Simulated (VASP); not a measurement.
Ti:

```
Ti
1.0
    -1.65325    1.65325    1.65325
     1.65325   -1.65325    1.65325
     1.65325    1.65325   -1.65325
Ti
1
Direct
  0.00000 0.00000 0.00000
```

This isn't the form of Ti at room conditions, which is hcp.

```yaml
Program: VASP 6.6.1
Task: relaxation of cell and atoms
Functional: r2SCAN
Potentials_or_basis: VASP PAW PBE potentials, release 64 (Ti_sv)
Cutoff: 600 eV
k_mesh: 18 × 18 × 18
Occupations: gaussian, width 0.1 eV
Spin: no spin polarisation
```

At the start: pressure -4.7 GPa; volume 18.07 Å³/atom.

Question: Where does the relaxation end?

Answer: Over 3 steps the energy falls by 12.4 meV/atom and the volume is 17.26 Å³/atom (-4.5 %); space group Im-3m (No. 229, to 0.05 Å).

The path:
```csv
step,energy change (eV),largest force (eV/Å),pressure (GPa),volume (Å³)
1,0.0000,0.0000,-4.72,18.07
2,-0.0062,0.0000,3.74,16.72
3,-0.0124,0.0000,-0.02,17.26
```

Final structure:
```yaml
crystal:
  lattice:
    - [-1.62814, 1.62814, 1.62814]
    - [1.62814, -1.62814, 1.62814]
    - [1.62814, 1.62814, -1.62814]
  atoms:
    - { symbol: Ti, position: [0.00000, 0.00000, 0.00000] }
```

Caveat: the PAW data sets were made with another functional, which shifts forces and pressure a little.
